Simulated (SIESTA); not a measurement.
Co, a slab with vacuum:

```xyz
6
Lattice="2.4874 0.0000 0.0000 -1.2437 2.1541 0.0000 0.0000 0.0000 25.0781" Properties=species:S:1:pos:R:3 pbc="T T T"
Co    1.2437    0.7180    7.5000
Co    0.0000    1.4361    9.4515
Co    1.2437    0.7180   11.5633
Co    0.0000    1.4361   13.5148
Co    1.2437    0.7180   15.6266
Co    0.0000    1.4361   17.5781
```

The slab is cut from a database's or a generator's crystal, which needn't be the stable form of the element.

Base run:

| Property | Result |
| --- | --- |
| Program | SIESTA 5.4.2 |
| Functional | PBE |
| Potentials or basis | PseudoDojo 0.4 standard (PBE files) |
| Basis | DZP (energy shift 0.003 Ry; two zetas on semicore shells) |
| Grid cutoff | 800 Ry |
| Energy shift | 0.003 Ry |
| k mesh | 12 × 12 × 1 |
| Occupations | fermi-dirac, width 0.05 eV |
| Spin | collinear spin, ferromagnetic start |
| Starting moments | [2.0, 2.0, 2.0, 2.0, 2.0, 2.0] μB |

Its results: band gap on the k mesh none (metal or under the smearing width); net moment 10.11 μB per cell; site moments Co +1.71, +1.69, +1.65 μB; largest force 0.465 eV/Å.

Q: The run is repeated on the same cell with these changes: k mesh from 12 × 12 × 1 to 8 × 8 × 1. What comes out?

A: Band gap on the k mesh none (metal or under the smearing width); net moment 10.31 μB per cell; site moments Co +1.78, +1.70, +1.68 μB; largest force 0.445 eV/Å.

Caveats: some runs use coarse meshes; the basis of atomic orbitals isn't converged, which shifts pressures, moduli and gaps.

Not every run made on this cell is shown here.
